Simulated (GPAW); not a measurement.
# Si (Fd-3m) in GPAW: further runs

The runs below take Si through dielectric tensor, optical spectrum, with BLYP.

Everything below comes from runs of GPAW 26.7.0. Logs are shortened: lines on timing, memory, paths and dates and some standing lists are left out, and cuts for length are marked. The log counts tension as positive stress, the text compression.

## (1) The undisturbed crystal

Symmetry: Fd-3m, No. 227, cubic system. The conventional cell has a = 5.444 Å, b = 5.444 Å, c = 5.444 Å, α = 90.00°, β = 90.00°, γ = 90.00°. Si (site symmetry -43m) has 4 Si at 2.36 Å as nearest neighbours.

## (2) Dielectric tensor, BLYP (volume scaled by 0.92)

File run.py:

```python
import numpy as np
import spglib
from ase import Atoms
from ase.dft.bandgap import bandgap
from ase.io import read, write
from gpaw import GPAW, PW, setup_paths
from gpaw.response.df import DielectricFunction

setup_paths.insert(0, '.')

atoms = read('Si.cif')
cell, positions, numbers = spglib.find_primitive(
    (atoms.cell[:], atoms.get_scaled_positions(), atoms.numbers), symprec=1e-4)
atoms = Atoms(numbers, cell=cell, scaled_positions=positions, pbc=True)

calc = GPAW(mode=PW(450),
            xc='BLYP',
            kpts={'size': (7, 7, 7), 'gamma': True},
            occupations={'name': 'fermi-dirac', 'width': 0.001},
            nbands=11,
            convergence={'density': 1e-06},
            maxiter=150,
            txt='gpaw.txt')
atoms.calc = calc
energy = atoms.get_potential_energy()
calc.write('gs.gpw')
write('result.traj', atoms)
print(f'Energy: {energy:.6f} eV')
print('Fermi level:', round(calc.get_fermi_level(), 4), 'eV')
print(f'Gap: {bandgap(calc)[0]:.4f} eV, direct: {bandgap(calc, direct=True)[0]:.4f} eV')

for size in [(15, 15, 15), (22, 22, 22)]:
    name = 'x'.join(str(n) for n in size)
    dense = calc.fixed_density(kpts={'size': size, 'gamma': True},
                               nbands=30, convergence={'bands': 24},
                               update_fermi_level=True, txt=f'dense-{name}.txt')
    dense.write(f'{name}.gpw', mode='all')
    df = DielectricFunction(f'{name}.gpw', frequencies=np.array([0.0]), hilbert=False, eta=0.001,
                            ecut=80, nbands=24, intraband=False, txt=f'df-{name}.txt')
    for xc in ['RPA', 'Bootstrap', 'LR0.1']:
        for direction in ['x', 'y', 'z', [0, 1, 1], [1, 0, 1], [1, 1, 0]]:
            e0, e = df.get_macroscopic_dielectric_constant(xc=xc, direction=direction)
            print(f'{name} {xc} {direction}: {e0:.4f} without, {e:.4f} with local fields')
```

File Si.cif:

```cif
data_Si
_cell_length_a 5.29448410
_cell_length_b 5.29448410
_cell_length_c 5.29448410
_cell_angle_alpha 90.00000000
_cell_angle_beta 90.00000000
_cell_angle_gamma 90.00000000
_space_group_name_H-M_alt 'Fd-3m'
_space_group_name_Hall 'F 4d 2 3 -1d'
_space_group_IT_number 227
loop_
_space_group_symop_operation_xyz
'x,y,z'
'-y+1/4,x+1/4,z+1/4'
'-x,-y+1/2,z+1/2'
'y+3/4,-x+1/4,z+3/4'
'x,-y,-z'
'-y+1/4,-x+3/4,-z+3/4'
'-x,y+1/2,-z+1/2'
'y+3/4,x+3/4,-z+1/4'
'z,x,y'
'z+1/4,-y+1/4,x+1/4'
'z+1/2,-x,-y+1/2'
'z+3/4,y+3/4,-x+1/4'
'-z,x,-y'
'-z+3/4,-y+1/4,-x+3/4'
'-z+1/2,-x,y+1/2'
'-z+1/4,y+3/4,x+3/4'
'y,z,x'
'x+1/4,z+1/4,-y+1/4'
'-y+1/2,z+1/2,-x'
'-x+1/4,z+3/4,y+3/4'
'-y,-z,x'
'-x+3/4,-z+3/4,-y+1/4'
'y+1/2,-z+1/2,-x'
'x+3/4,-z+1/4,y+3/4'
'-x+1/4,-y+1/4,-z+1/4'
'y,-x,-z'
'x+1/4,y+3/4,-z+3/4'
'-y+1/2,x,-z+1/2'
'-x+1/4,y+1/4,z+1/4'
'y,x+1/2,z+1/2'
'x+1/4,-y+3/4,z+3/4'
'-y+1/2,-x+1/2,z'
'-z+1/4,-x+1/4,-y+1/4'
'-z,y,-x'
'-z+3/4,x+1/4,y+3/4'
'-z+1/2,-y+1/2,x'
'z+1/4,-x+1/4,y+1/4'
'z+1/2,y,x+1/2'
'z+3/4,x+1/4,-y+3/4'
'z,-y+1/2,-x+1/2'
'-y+1/4,-z+1/4,-x+1/4'
[... 89 lines left out ...]
'-z+1/4,x+1/4,y+1/4'
'-z,-y+1/2,x+1/2'
'z+3/4,-x+1/4,y+3/4'
'z,y,x'
'z+1/4,x+1/4,-y+1/4'
'z+1/2,-y+1/2,-x'
'-y+3/4,-z+1/4,-x+3/4'
'-x+1/2,-z,y+1/2'
'y+1/4,-z+3/4,x+3/4'
'x+1/2,-z+1/2,-y'
'y+3/4,z+1/4,-x+3/4'
'x,z+1/2,y+1/2'
'-y+1/4,z+3/4,x+3/4'
'-x,z,-y'
'x+1/2,y+1/2,z'
'-y+3/4,x+3/4,z+1/4'
'-x+1/2,-y,z+1/2'
'y+1/4,-x+3/4,z+3/4'
'x+1/2,-y+1/2,-z'
'-y+3/4,-x+1/4,-z+3/4'
'-x+1/2,y,-z+1/2'
'y+1/4,x+1/4,-z+1/4'
'z+1/2,x+1/2,y'
'z+3/4,-y+3/4,x+1/4'
'z,-x+1/2,-y+1/2'
'z+1/4,y+1/4,-x+1/4'
'-z+1/2,x+1/2,-y'
'-z+1/4,-y+3/4,-x+3/4'
'-z,-x+1/2,y+1/2'
'-z+3/4,y+1/4,x+3/4'
'y+1/2,z+1/2,x'
'x+3/4,z+3/4,-y+1/4'
'-y,z,-x'
'-x+3/4,z+1/4,y+3/4'
'-y+1/2,-z+1/2,x'
'-x+1/4,-z+1/4,-y+1/4'
'y,-z,-x'
'x+1/4,-z+3/4,y+3/4'
'-x+3/4,-y+3/4,-z+1/4'
'y+1/2,-x+1/2,-z'
'x+3/4,y+1/4,-z+3/4'
'-y,x+1/2,-z+1/2'
'-x+3/4,y+3/4,z+1/4'
'y+1/2,x,z+1/2'
'x+3/4,-y+1/4,z+3/4'
'-y,-x,z'
'-z+3/4,-x+3/4,-y+1/4'
'-z+1/2,y+1/2,-x'
'-z+1/4,x+3/4,y+3/4'
'-z,-y,x'
'z+3/4,-x+3/4,y+1/4'
'z,y+1/2,x+1/2'
'z+1/4,x+3/4,-y+3/4'
'z+1/2,-y,-x+1/2'
'-y+3/4,-z+3/4,-x+1/4'
'-x+1/2,-z+1/2,y'
'y+1/4,-z+1/4,x+1/4'
'x+1/2,-z,-y+1/2'
'y+3/4,z+3/4,-x+1/4'
'x,z,y'
'-y+1/4,z+1/4,x+1/4'
'-x,z+1/2,-y+1/2'
loop_
_atom_site_label
_atom_site_type_symbol
_atom_site_symmetry_multiplicity
_atom_site_Wyckoff_symbol
_atom_site_fract_x
_atom_site_fract_y
_atom_site_fract_z
_atom_site_occupancy
Si1 Si 8 a 0.5000000000 0.0000000000 0.5000000000 1
```

Potentials or basis: PAW data sets generated in the run's folder for this functional, pw.

The run is started by

```
> gpaw-setup -f BLYP Si
> OMP_NUM_THREADS=1 python run.py
```

gpaw.txt:

```text
__  _  _
 | _ |_)|_||  |
 |__||  | ||/\| - 26.7.0

Input parameters:
  mode=PW(ecut=450.00000000000006),
  convergence={'density': 1e-06},
  kpts=MonkhorstPack(size=(7, 7, 7), gamma=True),
  maxiter=150,
  nbands=11,
  occupations=Occupations(name='fermi-dirac', width=0.001),
  xc=XC(name='BLYP')

Diagonalizing LCAO Hamiltonian
Converting LCAO to pw mode

           Si

       Si

Atoms  # Å, Bohr magnetons
|   | symbol |        x |        y |        z |    initial magnetic moments |
|---|--------|----------|----------|----------|-----------------------------|
| 0 |     Si | 0.000000 | 0.000000 | 0.000000 | ( 0.0000,  0.0000,  0.0000) |
| 1 |     Si | 1.323621 | 1.323621 | 1.323621 | ( 0.0000,  0.0000,  0.0000) |

Unit cell  # Å
| periodic |        x |        y |        z |  lengths |    angles |
|----------|----------|----------|----------|----------|-----------|
|      yes | 0.000000 | 2.647242 | 2.647242 | 3.743766 | 60.000000 |
|      yes | 2.647242 | 0.000000 | 2.647242 | 3.743766 | 60.000000 |
|      yes | 2.647242 | 2.647242 | 0.000000 | 3.743766 | 60.000000 |

Number of symmetries: 24
Symmetry operations  # r_c * U_cc + t_c -> r_c
|    | kind |            matrix            |
|----|------|------------------------------|
|  0 |  E   |  1, 0, 0,  0, 1, 0,  0, 0, 1 |
|  1 |  σ   |  1, 0, 0,  0, 0, 1,  0, 1, 0 |
|  2 |  σ   |  1, 0,-1,  0, 1,-1,  0, 0,-1 |
|  3 |  C3  |  1, 0,-1,  0, 0,-1,  0, 1,-1 |
|  4 |  C3  |  1,-1, 0,  0,-1, 1,  0,-1, 0 |
|  5 |  σ   |  1,-1, 0,  0,-1, 0,  0,-1, 1 |
|  6 |  σ   |  0, 1, 0,  1, 0, 0,  0, 0, 1 |
|  7 |  C3  |  0, 1, 0,  0, 0, 1,  1, 0, 0 |
|  8 |  C2  |  0, 1,-1,  1, 0,-1,  0, 0,-1 |
|  9 |  S4  |  0, 1,-1,  0, 0,-1,  1, 0,-1 |
| 10 |  C3  |  0, 0, 1,  1, 0, 0,  0, 1, 0 |
| 11 |  σ   |  0, 0, 1,  0, 1, 0,  1, 0, 0 |
| 12 |  S4  |  0, 0,-1,  1, 0,-1,  0, 1,-1 |
| 13 |  C3  |  0, 0,-1,  0, 1,-1,  1, 0,-1 |
| 14 |  S4  |  0,-1, 1,  1,-1, 0,  0,-1, 0 |
| 15 |  C2  |  0,-1, 1,  0,-1, 0,  1,-1, 0 |
| 16 |  C3  |  0,-1, 0,  1,-1, 0,  0,-1, 1 |
| 17 |  S4  |  0,-1, 0,  0,-1, 1,  1,-1, 0 |
| 18 |  S4  | -1, 1, 0, -1, 0, 1, -1, 0, 0 |
| 19 |  C3  | -1, 1, 0, -1, 0, 0, -1, 0, 1 |
| 20 |  C3  | -1, 0, 1, -1, 1, 0, -1, 0, 0 |
| 21 |  S4  | -1, 0, 1, -1, 0, 0, -1, 1, 0 |
| 22 |  σ   | -1, 0, 0, -1, 1, 0, -1, 0, 1 |
| 23 |  C2  | -1, 0, 0, -1, 0, 1, -1, 1, 0 |

BZ-sampling:
  Number of BZ points: 343
  Number of IBZ points: 20

  Monkhorst-Pack size: [7, 7, 7]
  Monkhorst-Pack shift: [0, 0, 0]

K-points  # in reciprocal-cell coordinates
|     |                                coordinates |     weight |
|-----|--------------------------------------------|------------|
|   0 | (  0.00000000,   0.00000000,   0.00000000) | 0.00291545 |
|   1 | (  0.14285714,   0.14285714,   0.00000000) | 0.01749271 |
|   2 | (  0.14285714,   0.14285714,   0.14285714) | 0.02332362 |
|   3 | (  0.28571429,   0.14285714,   0.14285714) | 0.03498542 |
|   4 | (  0.28571429,   0.28571429,   0.00000000) | 0.01749271 |
|   5 | (  0.28571429,   0.28571429,   0.14285714) | 0.06997085 |
|   6 | (  0.28571429,   0.28571429,   0.28571429) | 0.02332362 |
|   7 | (  0.42857143,  -0.28571429,  -0.28571429) | 0.03498542 |
|   8 | (  0.42857143,   0.28571429,  -0.42857143) | 0.13994169 |
|   9 | (  0.42857143,   0.28571429,  -0.28571429) | 0.06997085 |
| ... |                                            |            |
|  19 | (  0.42857143,   0.42857143,   0.42857143) | 0.02332362 |

Plane wave coefficients: 821
Cutoff: 450.00000000000006 eV

Spin-components: 1 (collinear spins)
Bands:           11
Projectors:      10
Spin-degeneracy: 2
Datatype:        complex128

Density:
  Valence electrons: 8.0
  Components: 1
  Grid points: [20 20 20]
  Charge: 0.0  # |e|

Potential:
  Grid points: [20 20 20]

species:
  Si:
    name:    Silicon
    Z:       14.0
    valence: 4
    core:    10
    charge:  0.0  # [|e|]
    compensation charges:
      type: gauss
      rc: 0.33  # [Å]
      lmax: 2
    cutoffs:
      filter: 1.86  # [Å]
      core: 2.06  # [Å]
    projectors
    | kind |    occ | energy [eV] | rcut [Å] |
    |------|--------|-------------|----------|
    |   3s |  2.000 |     -10.683 |    1.058 |
    |   3p |  2.000 |      -3.928 |    1.058 |
    |    s |        |      16.528 |    1.058 |
    |    p |        |      23.284 |    1.058 |
    |    d |        |       0.000 |    1.058 |

    Using partial waves for Si as LCAO basis

Reference energy: -15781.547753  # eV

eigensolver:
  PPCG
  Converge bands: occupied
  niter=2

density mixing:
  MSR1-Mixer
  Pratt-step length: 0.05
  Maximum mixing coefficient: 0.75
  Old densities: 10
  SVD Regularization: 0.005
  Good broyden scale: 1.0
  Trust region scale: 1.0
  Backstep threshold: 4.0
  History deletion threshold: 6.0
  Fourier metric: weight=20.0, sigma=0.015

occupation numbers:
  Fermi-Dirac:
    width: 0.0010  # eV

poisson solver:
  ecut: 3600.0000000000005  # eV

xc functional:
  name: BLYP with 2 nearest neighbor stencil

convergence criteria:
- Maximum integral of absolute [dens]ity change: 1e-06 electrons / valence electron
- Maximum [total energy] change in last 3 cyles: 0.0005 eV / valence electron
- Maximum integral of absolute [eigenst]ate change: 4e-08 eV^2 / valence electron
maximum number of iterations: 150

SCF iterations
|iter     | |      energy | eigst |  dens |
|---------|-|-------------|-------|-------|
|iter:   1| |   -9.191469 | +0.02 |       |
|iter:   2| |   -9.179363 | -2.41 | -0.76 |
|iter:   3| |   -9.073441 | -2.01 | -0.79 |
|iter:   4| |   -9.078195 | -3.04 | -1.41 |
|iter:   5| |   -9.078717 | -4.84 | -2.15 |
|iter:   6| |   -9.078724c| -6.44 | -3.19 |
|iter:   7| |   -9.078726c| -7.52c| -3.68 |
|iter:   8| |   -9.078726c| -8.56c| -5.24 |
|iter:   9| |   -9.078726c| -9.51c| -5.90 |
|iter:  10| |   -9.078726c| -9.90c| -6.26c|

Converged in 10 steps
Energy contributions relative to reference atoms: (reference = -15781.547753)

Energy contributions:
  Kinetic:          25.754484
  Coulomb:         -21.642323
  Zero:             -0.021610
  External:          0.000000
  Xc:              -13.169276
  Entropy:          -0.000000
  Spinorbit:         0.000000
  ----------------------------
  Free energy:      -9.078726
  Extrapolated:     -9.078726

dipole moment: (-14.422909, -14.422909, -14.422909)  # |e|*Ang

Fermi level: 6.511
Eigenvalues  # (at kpt = [0.000, 0.000, 0.000])
| band index |      eig [eV] | occ [0-2] |
|------------|---------------|-----------|
|          0 |        -5.951 |     2.000 |
|          1 |         6.454 |     2.000 |
|          2 |         6.454 |     2.000 |
|          3 |         6.454 |     2.000 |
|          4 |         9.190 |     0.000 |
|          5 |         9.190 |     0.000 |
|          6 |         9.190 |     0.000 |
|          7 |        10.718 |     0.000 |
|          8 |        14.373 |     0.000 |
|          9 |        14.373 |     0.000 |
|         10 |        15.097 |     0.000 |

Gap: 0.663 eV
Transition (v -> c):
  (s=0, k=0, n=3, [0.00, 0.00, 0.00]) -> (s=0, k=16, n=4, [0.43, 0.43, 0.00])
Direct/indirect transitions are different
Direct gap: 2.735 eV
Transition at: (s=0, k=0, n=3, [0.00, 0.00, 0.00])
# Writing to gs.gpw (mode='')
```

Wall time 2.3 min (1 thread of Arm Neoverse V2, shared host); peak memory 0.44 GiB.

Results:

* Free energy: -9.0787 eV
* Band gap on the k mesh: 0.66 eV, indirect (least direct gap 2.74 eV)
* Electronic dielectric tensor (diagonal): 11.07

Electronic dielectric tensor:
```
11.07  0.00  0.00
 0.00 11.07  0.00
 0.00  0.00 11.07
```

Caveat: the gap is small at this level, which inflates the dielectric constant; the long-wavelength limit can be off by a per cent or two.

(Part 1 of 2 ends here.)
